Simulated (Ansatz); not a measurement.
The cell is the one relaxed in the Materials Project (mp-1056702), not relaxed further here; entries there can be hypothetical. The listed cell was then made from it by scaling, straining or moving an atom.

An input for Mg: DFT, PBE, all-electron LAPW, scalar-relativistic (Ansatz 0.2.0).

Command: `ansatz run input.yaml --threads 1 --pin off --max-ram 3072MiB --backend cpu --events-out ev --progress --plain --runs-dir out` The run took 6.8 s on 1 thread of Arm Neoverse V2, on a shared host, peak memory 0.27 GiB.

```yaml
crystal:
  lattice:
    - [0.0, 2.22181344, 2.244256]
    - [2.22181344, 0.0, 2.244256]
    - [2.22181344, 2.22181344, 0.0]
  atoms:
    - { symbol: Mg, position: [0.0, 0.0, 0.0] }
kpoints:
  mp_grid: { grid: [16, 16, 16] }
  band_path:
    path:
      - [0.0, 0.0, 0.0]
      - [0.0, 0.5, 0.5]
      - [0.25, 0.75, 0.5]
      - [0.0, 0.5, 0.0]
      - [0.0, 0.0, 0.0]
      - [0.5, 0.5, 0.0]
      - [0.3725125, 0.6274875, 0.0]
      - [-0.3725125, 0.3725125, 0.0]
      - [0.0, 0.0, 0.0]
    npoints: 5
scf:
  occupations: { method: fermi_dirac, width: 0.03 }
hamiltonian:
  xc: pbe
  pseudopotentials: { kind: all_electron, lapw: { basis_error: 0.001 } }
output:
  forces: true
  stress: true
  eigenvalues: true
```

The results part of the log:

```
SCF 1 converged in 5 iterations: F = -5451.368906 eV  dr2 = 1.76e-9
NSCF: frozen V_eff on 41 k-points
SCF converged after 5 iterations
Free energy (F): -5451.368906 eV
Harris-Foulkes:  -5451.368906 eV  (|F-HF|=3.13e-9)
Internal energy: -5451.367212 eV  (E = F + TS)
E sigma→0 (E₀):  -5451.368059 eV
Entropy (-TS):   -0.001695 eV (-1.695 meV/atom)
Fermi energy:    5.657996 eV
--- Per-component energies (eV) ---
  E_band       = -356.873312
  E_kinetic    = 5459.399045
  E_xc         = -447.735474
  E_electrostatic = -10463.030782  (all electrons and nuclei)
  E_smearing   = -0.001695  (= −TS)
  E_closure    = 0.000000  (closes the sum)
  E_atoms      = -5449.889430  (free atoms, spherical and without spin; not in F)
  Σ components = -5451.368906   (vs F -5451.368906, Δ=0.00e0)
  Basis errors (estimates in eV, not in F): energy 2.5e-4 per atom: plane waves 2.4e-4 (1.2e-4 summed), levels above the bands 7.1e-149, relativity 1.6e-8, radial functions 5.6e-6, core shells 5.5e-15; eigenvalues (radial functions only) 4.6e-5; not estimated: angular momenta, meshes, grids; target (lapw.basis_error) 1.0e-3; muffin-tin radii Mg 1.571 Å
--- Forces (eV/Å), atoms counted from 1 ---
  atom   1  Mg    -0.00000000    -0.00000000    -0.00000000
  max |Σ_I F_I| component: 3.08e-33 eV/Å
--- Stress (GPa, compression-positive) ---
        1.554863       0.000000       0.000000
        0.000000       1.554863       0.000000
        0.000000       0.000000       1.766353
  P = ⅓ Tr σ = 1.6254 GPa (16.254 kbar)
--- Band table (eV; the first three rows and the last of 349) ---
  k-point 0: bands = ["-70.2670", "-37.0048", "-37.0048", "-37.0034", "-1.4060", "18.1973", "18.2710", "18.2710", "20.3704"]
  k-point 1: bands = ["-70.2668", "-37.0060", "-37.0050", "-37.0039", "-1.3167", "16.8421", "18.0243", "18.0808", "20.3381"]
  k-point 2: bands = ["-70.2665", "-37.0098", "-37.0055", "-37.0046", "-1.0495", "14.7586", "17.6445", "17.7186", "20.0478"]
  k-point 348: bands = ["-70.2625", "-37.0380", "-37.0182", "-37.0182", "5.3535", "6.3857", "11.8977", "12.9017", "12.9017"]
```
